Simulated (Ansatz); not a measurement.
# Te2Mo: further runs on the relaxed cell

The task here is to estimate one member of a computed series from the others.

Computed with Ansatz 0.2.0 (DFT PBE+D3(BJ), scalar-relativistic, plane waves, PAW, unless a step's input says otherwise).

### The structure to begin with

The structure is monoclinic, space group P2_1/m (No. 11). The conventional cell has a = 6.331 Å, b = 3.469 Å, c = 13.311 Å, α = 90.00°, β = 94.19°, γ = 90.00°. Te (site symmetry m) is surrounded by 3 Mo at 2.70 to 2.71 Å. Te (site symmetry m) is surrounded by 3 Mo at 2.79 to 2.80 Å. Te (site symmetry m) has 3 Mo at 2.70 Å as nearest neighbours. Mo (site symmetry m) is surrounded by 6 Te at 2.70 to 2.80 Å and 2 Mo at 2.88 Å.

Structure file:

```xyz
12
Lattice="6.3306 0.0000 -0.0061 0.0000 3.4691 0.0000 -0.9602 0.0000 13.2761" Properties=species:S:1:pos:R:3 pbc="T T T"
Te    3.1917    2.6019    4.5799
Te    2.1786    0.8673    8.6901
Te    3.6270    0.8673    1.4127
Te    1.7434    2.6019   11.8573
Te    0.4635    2.6019    2.0635
Te    4.9069    0.8673   11.2064
Te   -0.0384    0.8673    5.2156
Te    5.4088    2.6019    8.0544
Mo    1.5384    2.6019    6.7218
Mo    3.8320    0.8673    6.5482
Mo    1.1455    0.8673    0.1069
Mo    4.2249    2.6019   13.1631
```

This cell was relaxed beforehand with the same method: volume 24.30 Å³/atom, gap on the mesh none (metal).

Set-up of the first run:

Input file input.yaml:

```yaml
crystal:
  lattice:
    - [6.2666836478, 0.0, -0.0060535839]
    - [0.0, 3.4340963446, 0.0]
    - [-0.95054812, 0.0, 13.1419935328]
  atoms:
    - { symbol: Te, position: [0.5565399817, 0.75, 0.3452290066] }
    - { symbol: Te, position: [0.4434600183, 0.25, 0.6547709934] }
    - { symbol: Te, position: [0.5891073212, 0.25, 0.1066789751] }
    - { symbol: Te, position: [0.4108926788, 0.75, 0.8933210249] }
    - { symbol: Te, position: [0.0968018269, 0.75, 0.1554774212] }
    - { symbol: Te, position: [0.9031981731, 0.25, 0.8445225788] }
    - { symbol: Te, position: [0.0535211653, 0.25, 0.3928814998] }
    - { symbol: Te, position: [0.9464788347, 0.75, 0.6071185002] }
    - { symbol: Mo, position: [0.3198217652, 0.75, 0.5064526035] }
    - { symbol: Mo, position: [0.6801782348, 0.25, 0.4935473965] }
    - { symbol: Mo, position: [0.1821748363, 0.25, 0.0081336898] }
    - { symbol: Mo, position: [0.8178251637, 0.75, 0.9918663102] }
basis:
  ecutwfc: 420
kpoints:
  mp_grid: { grid: [6, 10, 4] }
hamiltonian:
  xc: pbe
  dispersion: d3bj
scf:
  occupations: { method: gaussian, width: 0.1 }
output:
  forces: true
  stress: true
  eigenvalues: true
relax:
  adjacent_minimum: "off"
  f_tol: 0.01
  max_steps: 30
  cell: { stress_tol: 0.1, fix: [volume] }
```

Launch:

```sh
ansatz run input.yaml --threads 8 --pin off --max-ram 22528MiB --backend cpu --events-out ev --progress --plain --runs-dir out
```

Steps of the session up to this table: Point at V/V0 = 0.97; The cell scaled to 1.03 of its volume; Point at V/V0 = 0.94; Volume × 1.06; Point at V/V0 = 0.91; Volume × 1.10; Volume × 0.88.

One table of the session follows, with a row left open; its other results are not shown here.

It belongs to the step «Equation of state». 

| volume (Å³/atom) | energy above the lowest point (meV/atom) | pressure (GPa) |
| --- | --- | --- |
| 21.380 | 79.4 | 10.40 |
| 22.109 | 40.5 | 6.81 |
| 22.838 | 16.3 | 3.94 |
| 23.567 | ? | ? |
| 24.296 | 0.0 | 0.01 |
| 25.024 | 2.8 | -1.15 |
| 25.753 | 9.5 | -1.74 |
| 26.725 | 21.0 | -2.07 |

Q: Estimate the row for volume (Å³/atom) = 23.567 from the others.

Worked estimate for «energy above the lowest point (meV/atom)». A straight line through the neighbours (22.838, 16.3) and (24.296, 0.0) gives 16.3 + (0.0 − 16.3) × (23.567 − 22.838) / (24.296 − 22.838) = 8.2; a parabola fitted to 4 rows on both sides gives 3.6.

As computed: energy above the lowest point (meV/atom): 3.7; pressure (GPa): 1.69. In «energy above the lowest point (meV/atom)» the line misses by +4.5 and the parabola by -0.1.
